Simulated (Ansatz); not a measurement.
# Structural relaxation of a frame of liquid Al2O3 from 2363 K (110 atoms), part 2 of 3

Wanted: the relaxed structure of a frame of liquid Al2O3 from 2363 K (110 atoms) and its electronic structure.

Ansatz 0.2.0; Kohn-Sham DFT, revPBE, PAW (set soft_2), plane waves.

The cell: 44 Al and 66 O. The network of bonds at the start is that of the classical potential that made the cell. The Brillouin zone is sampled at Γ only, in a cell whose shortest periodic width is 11 Å.

So far. Step 2 (Single point at the start): Neighbours are counted within 2.38 Å (O-Al).

### Step 3. Relaxation

With the cell held, the atoms are moved downhill towards a nearby minimum.

File input.yaml:

```yaml
crystal:
  lattice:
    - [10.8291, 0.0, 0.0]
    - [0.0, 10.8291, 0.0]
    - [0.0, 0.0, 10.8291]
  atoms:
    [... the 110 atom lines of step 2 ...]
kpoints:
  mp_grid: { grid: [1, 1, 1] }
hamiltonian:
  xc: revpbe
scf:
  occupations: { method: fermi_dirac, width: 0.204 }
output:
  forces: true
relax:
  f_tol: 0.05
  max_steps: 200
```

On the command line:

```sh
$ ansatz run input.yaml --threads 4 --pin off --max-ram 8192MiB --backend cpu --events-out ev --progress --plain --runs-dir out
```

Numbers of over 12 decimals in the logs are rounded to 6 here.

The program printed:

```text
[...]
Crystal: 110 atoms, lattice volume = 1269.922 Å³
Basis set: ecut = 420 eV, 24837 PW (Γ), exchange–correlation on 150×150×150 points (8 copies of the dense FFT grid, shifted against one another)
Bands: 389, of which v1, the nominal top of the filled ones, is band 264 counted from 1 (263 counted from 0)
Symmetry: 1 space group operations
[...]
k-points: 1
[...]
SCF iter   1: F=—  HF=-61375.568473 eV  |F-HF|=—  |Δ(HF+E_count)|=         —  Δρ=4.87e-3  dr2=3.66e-1  ethr=1.77e-3  ⟨swp⟩=5.0  Hψ=1642  notcnv=0  defer=60
[...]
SCF iter   7: F=-61375.527848 eV  HF=-61375.527822 eV  |F-HF|=2.65e-5  |Δ(HF+E_count)|=   2.35e-5  Δρ=3.31e-5  dr2=1.77e-5  ethr=1.18e-8  ⟨swp⟩=2.0  Hψ=1307  notcnv=0
SCF 1 converged in 7 iterations: F = -61375.527848 eV  dr2 = 1.77e-5
[...]
relax step   1: F+E_penalty+E_count = -61375.52784837 eV  Δ(F+E_penalty+E_count) = +0.000e0 eV  max|allowed force component| = 8.484e0 eV/Å  Δτ_max = 0.0000 Å  (7 SCF iters, dr2 threshold 6.25e-5 eV, accepted)
[...]
relax step   2: F+E_penalty+E_count = -61392.86541898 eV  Δ(F+E_penalty+E_count) = -1.734e1 eV  max|allowed force component| = 4.967e0 eV/Å  Δτ_max = 0.1923 Å  (8 SCF iters, dr2 threshold 1.00e-4 eV, accepted)
[...]
relax step   3: F+E_penalty+E_count = -61404.61403727 eV  Δ(F+E_penalty+E_count) = -1.175e1 eV  max|allowed force component| = 1.521e0 eV/Å  Δτ_max = 0.1910 Å  (8 SCF iters, dr2 threshold 1.00e-4 eV, accepted)
relax step   4: F+E_penalty+E_count = -61408.26828645 eV  Δ(F+E_penalty+E_count) = -3.654e0 eV  max|allowed force component| = 1.156e0 eV/Å  Δτ_max = 0.1950 Å  (6 SCF iters, dr2 threshold 1.00e-4 eV, accepted)
relax step   5: F+E_penalty+E_count = -61410.51472506 eV  Δ(F+E_penalty+E_count) = -2.246e0 eV  max|allowed force component| = 1.067e0 eV/Å  Δτ_max = 0.1987 Å  (6 SCF iters, dr2 threshold 1.00e-4 eV, accepted)
relax step   6: F+E_penalty+E_count = -61411.98147375 eV  Δ(F+E_penalty+E_count) = -1.467e0 eV  max|allowed force component| = 8.812e-1 eV/Å  Δτ_max = 0.1949 Å  (6 SCF iters, dr2 threshold 1.00e-4 eV, accepted)
relax step   7: F+E_penalty+E_count = -61413.07700430 eV  Δ(F+E_penalty+E_count) = -1.096e0 eV  max|allowed force component| = 8.392e-1 eV/Å  Δτ_max = 0.2000 Å  (6 SCF iters, dr2 threshold 1.00e-4 eV, accepted)
relax step   8: F+E_penalty+E_count = -61414.01510583 eV  Δ(F+E_penalty+E_count) = -9.381e-1 eV  max|allowed force component| = 9.894e-1 eV/Å  Δτ_max = 0.1989 Å  (6 SCF iters, dr2 threshold 1.00e-4 eV, accepted)
relax step   9: F+E_penalty+E_count = -61414.79598115 eV  Δ(F+E_penalty+E_count) = -7.809e-1 eV  max|allowed force component| = 7.366e-1 eV/Å  Δτ_max = 0.2000 Å  (6 SCF iters, dr2 threshold 1.00e-4 eV, accepted)
relax step  10: F+E_penalty+E_count = -61415.24204382 eV  Δ(F+E_penalty+E_count) = -4.461e-1 eV  max|allowed force component| = 4.269e-1 eV/Å  Δτ_max = 0.1923 Å  (6 SCF iters, dr2 threshold 1.00e-4 eV, accepted)
relax step  11: F+E_penalty+E_count = -61415.61292004 eV  Δ(F+E_penalty+E_count) = -3.709e-1 eV  max|allowed force component| = 2.504e-1 eV/Å  Δτ_max = 0.2000 Å  (6 SCF iters, dr2 threshold 6.12e-5 eV, accepted)
relax step  12: F+E_penalty+E_count = -61415.77895030 eV  Δ(F+E_penalty+E_count) = -1.660e-1 eV  max|allowed force component| = 2.135e-1 eV/Å  Δτ_max = 0.2000 Å  (7 SCF iters, dr2 threshold 2.11e-5 eV, accepted)
relax step  13: F+E_penalty+E_count = -61415.87933594 eV  Δ(F+E_penalty+E_count) = -1.004e-1 eV  max|allowed force component| = 2.040e-1 eV/Å  Δτ_max = 0.2000 Å  (7 SCF iters, dr2 threshold 1.57e-5 eV, accepted)
relax step  14: F+E_penalty+E_count = -61415.93806432 eV  Δ(F+E_penalty+E_count) = -5.873e-2 eV  max|allowed force component| = 8.445e-2 eV/Å  Δτ_max = 0.2000 Å  (6 SCF iters, dr2 threshold 3.03e-5 eV, accepted)
relax step  15: F+E_penalty+E_count = -61415.99313131 eV  Δ(F+E_penalty+E_count) = -5.507e-2 eV  max|allowed force component| = 1.312e-1 eV/Å  Δτ_max = 0.2000 Å  (9 SCF iters, accepted)
relax step  16: F+E_penalty+E_count = -61416.15286352 eV  Δ(F+E_penalty+E_count) = -1.597e-1 eV  max|allowed force component| = 2.988e-1 eV/Å  Δτ_max = 0.2000 Å  (8 SCF iters, dr2 threshold 2.95e-6 eV, accepted)
relax step  17: F+E_penalty+E_count = -61416.43548304 eV  Δ(F+E_penalty+E_count) = -2.826e-1 eV  max|allowed force component| = 5.352e-1 eV/Å  Δτ_max = 0.2000 Å  (6 SCF iters, dr2 threshold 8.93e-5 eV, accepted)
relax step  18: F+E_penalty+E_count = -61416.81008885 eV  Δ(F+E_penalty+E_count) = -3.746e-1 eV  max|allowed force component| = 5.215e-1 eV/Å  Δτ_max = 0.2000 Å  (6 SCF iters, dr2 threshold 1.00e-4 eV, accepted)
relax step  19: F+E_penalty+E_count = -61417.33789373 eV  Δ(F+E_penalty+E_count) = -5.278e-1 eV  max|allowed force component| = 4.808e-1 eV/Å  Δτ_max = 0.2000 Å  (6 SCF iters, dr2 threshold 1.00e-4 eV, accepted)
relax step  20: F+E_penalty+E_count = -61417.72229523 eV  Δ(F+E_penalty+E_count) = -3.844e-1 eV  max|allowed force component| = 8.748e-1 eV/Å  Δτ_max = 0.2000 Å  (6 SCF iters, dr2 threshold 1.00e-4 eV, accepted)
relax step  21: F+E_penalty+E_count = -61418.10750354 eV  Δ(F+E_penalty+E_count) = -3.852e-1 eV  max|allowed force component| = 2.383e-1 eV/Å  Δτ_max = 0.2000 Å  (6 SCF iters, dr2 threshold 1.00e-4 eV, accepted)
relax step  22: F+E_penalty+E_count = -61418.30268493 eV  Δ(F+E_penalty+E_count) = -1.952e-1 eV  max|allowed force component| = 2.721e-1 eV/Å  Δτ_max = 0.2000 Å  (8 SCF iters, dr2 threshold 4.21e-6 eV, accepted)
relax step  23: F+E_penalty+E_count = -61418.39444704 eV  Δ(F+E_penalty+E_count) = -9.176e-2 eV  max|allowed force component| = 5.495e-1 eV/Å  Δτ_max = 0.1949 Å  (7 SCF iters, dr2 threshold 5.49e-6 eV, accepted)
relax step  24: F+E_penalty+E_count = -61418.54707863 eV  Δ(F+E_penalty+E_count) = -1.526e-1 eV  max|allowed force component| = 8.948e-2 eV/Å  Δτ_max = 0.2000 Å  (6 SCF iters, dr2 threshold 1.00e-4 eV, accepted)
relax step  25: F+E_penalty+E_count = -61418.61491808 eV  Δ(F+E_penalty+E_count) = -6.784e-2 eV  max|allowed force component| = 1.431e-1 eV/Å  Δτ_max = 0.2000 Å  (10 SCF iters, accepted)
relax step  26: F+E_penalty+E_count = -61418.70947510 eV  Δ(F+E_penalty+E_count) = -9.456e-2 eV  max|allowed force component| = 3.562e-1 eV/Å  Δτ_max = 0.2000 Å  (10 SCF iters, accepted)
relax step  27: F+E_penalty+E_count = -61418.92499531 eV  Δ(F+E_penalty+E_count) = -2.155e-1 eV  max|allowed force component| = 3.920e-1 eV/Å  Δτ_max = 0.2000 Å  (6 SCF iters, dr2 threshold 1.00e-4 eV, accepted)
relax step  28: F+E_penalty+E_count = -61419.09976462 eV  Δ(F+E_penalty+E_count) = -1.748e-1 eV  max|allowed force component| = 4.814e-1 eV/Å  Δτ_max = 0.1952 Å  (6 SCF iters, dr2 threshold 1.00e-4 eV, accepted)
relax step  29: F+E_penalty+E_count = -61419.39718030 eV  Δ(F+E_penalty+E_count) = -2.974e-1 eV  max|allowed force component| = 3.007e-1 eV/Å  Δτ_max = 0.2000 Å  (6 SCF iters, dr2 threshold 1.00e-4 eV, accepted)
relax step  30: F+E_penalty+E_count = -61419.61283797 eV  Δ(F+E_penalty+E_count) = -2.157e-1 eV  max|allowed force component| = 5.311e-1 eV/Å  Δτ_max = 0.1903 Å  (6 SCF iters, dr2 threshold 3.53e-5 eV, accepted)
relax step  31: F+E_penalty+E_count = -61419.85134403 eV  Δ(F+E_penalty+E_count) = -2.385e-1 eV  max|allowed force component| = 1.542e-1 eV/Å  Δτ_max = 0.2000 Å  (6 SCF iters, dr2 threshold 1.00e-4 eV, accepted)
relax step  32: F+E_penalty+E_count = -61419.94010331 eV  Δ(F+E_penalty+E_count) = -8.876e-2 eV  max|allowed force component| = 5.322e-2 eV/Å  Δτ_max = 0.1839 Å  (10 SCF iters, accepted)
relax step  33: F+E_penalty+E_count = -61419.94219291 eV  Δ(F+E_penalty+E_count) = -2.090e-3 eV  max|allowed force component| = 6.051e-2 eV/Å  Δτ_max = 0.0401 Å  (8 SCF iters, accepted)
[...]
relax step  34: F+E_penalty+E_count = -61419.94681678 eV  Δ(F+E_penalty+E_count) = -4.624e-3 eV  max|allowed force component| = 1.775e-2 eV/Å  Δτ_max = 0.0307 Å  (8 SCF iters, accepted)
SCF converged after 8 iterations
Free energy (F): -61419.946817 eV
[...]
Internal energy: -61419.937573 eV  (E = F + TS)
E sigma→0 (E₀):  -61419.942195 eV
Entropy (-TS):   -0.009244 eV (-0.084 meV/atom)
Fermi energy:    6.773656 eV
[...]
--- Forces (eV/Å), atoms counted from 1 ---
  atom   1  Al     0.00782609    -0.00391826    -0.00888533
  atom   2  Al     0.00522546    -0.00059219    -0.00269310
  atom   3  Al     0.00095295     0.00192894    -0.00581603
  atom   4  Al    -0.00047940     0.00025295     0.00904613
  atom   5  Al    -0.00611869     0.00203022     0.00312178
  atom   6  Al    -0.00010147     0.00183066    -0.01302144
  atom   7  Al    -0.00312396     0.01775437     0.00606659
  atom   8  Al    -0.00102044     0.00434750    -0.00399724
  atom   9  Al    -0.00743963    -0.00253812     0.00271462
  atom  10  Al    -0.00046395     0.00396592     0.00289963
  atom  11  Al    -0.00196048     0.00333603    -0.00261631
  atom  12  Al    -0.00542491     0.00086015     0.00336070
  atom  13  Al     0.00679143    -0.00881579     0.00490927
  atom  14  Al    -0.00054724    -0.00010321     0.00032650
[...]
atom 109  O     -0.00186499    -0.00320323     0.00028877
  atom 110  O      0.00005051    -0.00183951     0.00573108
  max |Σ_I F_I| component: 4.94e-5 eV/Å
--- Relaxed structure (34 steps of the walk, 34 accepted, 0 SCFs on fresh bases) ---
  F+E_penalty+E_count = -61419.94681678 eV   max|allowed force component| = 1.775e-2 eV/Å
  atoms:
    - { symbol: Al, position: [0.368724, 0.169773, 0.273698] }
    - { symbol: Al, position: [0.583897, 0.775052, 0.166532] }
    - { symbol: Al, position: [0.509116, 0.103109, 0.783571] }
    - { symbol: Al, position: [0.945345, 0.609652, 0.721105] }
[...]
- { symbol: O, position: [0.404317, 0.018061, 0.220647] }
```

Elapsed: 1.9 min, on 4 threads of AMD EPYC 9R45, shared host; peak memory 1.7 GiB; 7 min of CPU time.

The steps of the relaxation (22 of 34):

```csv
step,energy less that of the first step (eV),largest force component (eV/Å)
1,0.0000,8.4836
3,-29.0862,1.5212
4,-32.7404,1.1562
6,-36.4536,0.8812
7,-37.5492,0.8392
9,-39.2681,0.7366
10,-39.7142,0.4269
12,-40.2511,0.2135
14,-40.4102,0.0844
15,-40.4653,0.1312
17,-40.9076,0.5352
18,-41.2822,0.5215
20,-42.1944,0.8748
21,-42.5797,0.2383
23,-42.8666,0.5495
25,-43.0871,0.1431
26,-43.1816,0.3562
28,-43.5719,0.4814
29,-43.8693,0.3007
31,-44.3235,0.1542
32,-44.4123,0.0532
34,-44.4190,0.0178
```

The atoms that moved most (Å):

| atom | dx | dy | dz | length |
| --- | --- | --- | --- | --- |
| O64 | -1.501 | -0.585 | 1.930 | 2.514 |
| O50 | 0.812 | -0.654 | 1.034 | 1.468 |
| O100 | 0.578 | -0.640 | 0.934 | 1.271 |
| O79 | -0.611 | 0.627 | -0.867 | 1.232 |
| O78 | -0.705 | 0.732 | 0.687 | 1.227 |
| Al3 | -0.478 | 0.627 | 0.863 | 1.169 |
| O47 | -0.988 | 0.154 | -0.563 | 1.147 |
| Al9 | -0.445 | 0.024 | 0.998 | 1.093 |

The relaxation changed the energy by -404 meV/atom, and atoms moved by 0.69 Å r.m.s., 2.5 Å at most.

### Step 4. Local order after relaxation

Bonds before and after, by the cutoffs listed below:

```
pair  bonds before  bonds after  mean before (Å)  mean after (Å)  spread before (Å)  spread after (Å)
O-Al           190          201            1.877           1.865              0.179             0.100
```

Density 2.93 g/cm³, 11.54 Å³ an atom.

g(r), total and by pair (bins of 0.1 Å):

```csv
r (Å),total,O-O,O-Al,Al-Al
1.55,0.00,0.00,0.00,0.00
1.65,0.06,0.00,0.12,0.00
1.75,2.84,0.00,5.93,0.00
1.85,4.55,0.00,9.49,0.00
1.95,1.51,0.00,3.14,0.00
2.05,0.48,0.00,0.99,0.00
2.15,0.22,0.00,0.46,0.00
2.25,0.03,0.00,0.07,0.00
2.35,0.06,0.08,0.06,0.00
2.45,0.39,1.08,0.00,0.00
2.55,0.61,1.56,0.10,0.00
2.65,0.88,2.05,0.15,0.45
2.75,1.34,2.69,0.05,2.20
2.85,1.20,2.36,0.17,1.67
2.95,1.49,3.14,0.44,0.96
3.05,1.26,2.14,0.38,1.90
3.15,1.13,1.13,0.46,3.14
3.25,1.09,0.97,0.53,3.07
3.35,1.07,0.70,0.80,2.70
3.45,0.87,0.54,0.93,1.41
3.55,0.97,0.73,1.24,0.66
3.65,0.90,0.52,1.41,0.23
3.75,0.87,0.50,1.21,0.67
3.85,0.78,0.66,0.97,0.49
3.95,0.88,0.89,1.05,0.33
4.05,1.07,0.59,1.57,0.64
4.15,1.15,0.59,1.84,0.36
4.25,1.07,0.69,1.56,0.46
4.35,1.01,0.54,1.51,0.60
4.45,1.10,0.94,1.40,0.58
4.55,0.99,0.76,1.14,1.06
4.65,0.97,0.75,1.21,0.77
4.75,1.13,1.25,0.98,1.30
4.85,0.92,0.99,0.86,0.93
4.95,0.94,1.20,0.78,0.85
5.05,1.06,1.36,0.87,0.91
5.15,0.99,1.30,0.66,1.30
5.25,0.99,1.23,0.64,1.47
5.35,0.97,1.43,0.57,1.13
```

Bonds by pair of elements; cutoffs follow the first minimum of g(r), held within bounds set by covalent radii, and pairs that aren't listed don't count as bonded:

```
pair A-B  cutoff (Å)  bonds  mean length (Å)  spread (Å)  shortest (Å)  B about A  A about B
    O-Al        2.43    201             1.86         0.1          1.66       3.04       4.57
```

How many atoms have how many bonded neighbours:

```
element  mean  2   3   4   5  6
     Al  4.57  0   0  23  17  4
      O  3.04  4  55   7   0  0
```

Bond angles, per cent of each kind in bins of 5°:

```csv
angle (°),O-Al-O,Al-O-Al
70–75,0.3,0.0
75–80,6.8,0.0
80–85,9.8,1.9
85–90,8.2,6.6
90–95,9.2,10.9
95–100,8.7,9.5
100–105,10.6,4.3
105–110,10.3,5.7
110–115,7.6,7.6
115–120,8.4,9.0
120–125,3.3,13.7
125–130,2.2,9.0
130–135,3.0,9.0
135–140,1.6,3.3
140–145,1.6,2.8
145–150,0.0,3.3
150–155,0.3,1.4
155–160,1.9,0.9
160–165,3.3,0.5
165–170,1.4,0.0
170–175,1.6,0.5
```

Bond angles (no mean is given where the spread exceeds 20°):

```
  angle  count  mean (°)  spread (°)
 O-Al-O    368         -           -
Al-O-Al    211       115        18.6
```

Oxygen atoms by the number of network formers (Si, P, Ge, B, Al, As, Ga) bound to them:

```
network formers bound to O  O atoms  per cent
                         0        0         0
                         1        0         0
                         2        4       6.1
                         3       55      83.3
                         4        7      10.6
```

Network units: each former by its oxygen neighbours and how many of them bridge to another former:

```csv
former,O neighbours,bridging O,atoms
Al,4,4,23
Al,5,5,17
Al,6,6,4
```

Bond length by coordination (bonds to H left out):

| element | coordination | atoms | mean bond length (Å) |
| --- | --- | --- | --- |
| Al | 4 | 23 | 1.81 |
| Al | 5 | 17 | 1.90 |
| Al | 6 | 4 | 1.99 |
| O | 2 | 4 | 1.73 |
| O | 3 | 55 | 1.85 |
| O | 4 | 7 | 1.98 |

Rings of the network by King's shortest-path rule, up to 12 atoms, one path for each pair of neighbours; H, halogens, alkali and alkaline-earth atoms are left out, and the last column divides by all other atoms, bonded or not:

```
ring size (atoms)  rings  per network atom
                4     36             0.327
                6     74             0.673
                8     99               0.9
               10     24             0.218
```

First main peaks of g(r), for some of the pairs, lie near 1.8 Å (O-Al). Counting bonds as in the table, 52 % of Al atoms have 4 and 83 % of O atoms have 3 bonded neighbours. 6 % of the oxygens bridge two formers (Al) and 0 % are non-bridging; 83 % join three; 11 % join four. The commonest Al unit has 4 oxygens, 4 of them shared with other formers (23 of 44 atoms). Bonds at O atoms with 2 neighbours average 1.73 Å, against 1.98 Å at those with 4. Rings of 8 atoms are the most common (42 % of those counted); sizes run from 4 to 10.

[end of part 2 of 3]

[Logs are printed without paths, hosts, clocks, repeated set-up lines and the standing remarks that a program may print on its own settings, such as how far it seeks lower states.]

[Hosts, paths, dates, database ids (printed as entryN), source tags and the programs' standing remarks are cut or masked in the printed files.]
